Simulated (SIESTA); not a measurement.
## SnSe under changes of volume

One of the cells (50.458 Å³/atom); the others are scaled copies at fixed shape and fractional positions:

```
Sn Se
1.0
     4.28533    0.00000    0.00000
     0.00000    4.28533    0.00000
     0.00000    0.00000   10.99069
Sn Se
2 2
Direct
  0.00000 0.50000 0.62777
  0.50000 0.00000 0.37223
  0.00000 0.50000 0.38396
  0.50000 0.00000 0.61604
```

| Item | Value |
| --- | --- |
| Program | SIESTA 5.4.2 |
| Functional | LDA |
| Potentials or basis | PseudoDojo 0.4 standard (LDA files) |
| Basis | DZP (energy shift 0.003 Ry; two zetas on semicore shells) |
| Grid cutoff | 500 Ry |
| Energy shift | 0.003 Ry |
| k mesh | 6 × 6 × 3 |
| Occupations | fermi-dirac, width 0.05 eV |
| Spin | no spin polarisation |

```csv
volume (Å³/atom),energy over the lowest point (meV/atom),gap on the mesh (eV),largest force (eV/Å)
47.431,11.39,1.48,0.691
48.440,3.47,1.51,0.514
49.449,0.00,1.53,0.377
50.458,0.64,1.55,0.256
51.468,4.81,1.57,0.142
52.477,12.35,1.58,0.081
53.486,?,?,?
```

**Question.** What does the run at 53.486 Å³/atom give?

**Answer.** Energy over the lowest point 22.74 meV/atom; gap on the mesh 1.59 eV; largest force 0.206 eV/Å.

Worked out: A Birch-Murnaghan fit of order 3 (a polynomial in V^(-2/3)) to the other rows has its minimum at 49.80 Å³/atom with B0 = V·E''(V) = 30 GPa and B' = 4.1 at fixed shape and positions, which overstates the stiffness. It gives 22.81 meV/atom at 53.486 Å³/atom, against the run's 22.74. A straight line through the other rows of the gap, of slope 0.991 eV per unit of ln V (its deformation potential), extrapolates to 1.60 eV, against the run's 1.59.

Energies are extrapolated to zero smearing.

Caveats: spin-orbit coupling is left out, which moves the levels of the heavy elements; the basis of atomic orbitals isn't converged, which shifts pressures, moduli and gaps.

A mesh can miss the band edges.
